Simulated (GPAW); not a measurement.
The system is CdTe.

```
Te Cd
1.0
     0.00000    3.20500    3.20500
     3.20500    0.00000    3.20500
     3.20500    3.20500    0.00000
Te Cd
1 1
Direct
  0.75000 0.75000 0.75000
  0.00000 0.00000 0.00000
```

Base run:

```yaml
Program: GPAW 26.7.0
Functional: PBE
Potentials_or_basis: GPAW PAW data sets (gpaw-data 1.2.1)
Cutoff: 600 eV
Basis: pw
k_mesh: 7 × 7 × 7
Occupations: fermi-dirac, width 0.05 eV
Spin: no spin polarisation
```

Its results: band gap on the k mesh 0.87 eV, direct; pressure 3.8 GPa.

The run is repeated on the same cell with these changes: spin from no spin polarisation to spin-orbit coupling, no magnetisation. What comes out?

Band gap on the k mesh 0.55 eV, direct; pressure 3.8 GPa.

Spin-orbit coupling splits the band edges, which narrows the gap.

Caveats: spin-orbit coupling is left out, which moves the levels of the heavy elements (some runs); spin-orbit coupling was added after a scalar SCF, so levels and gaps hold it while energy, forces, pressure and moments don't (some runs); this program's spin-orbit splittings come out too wide for heavy elements (some runs).
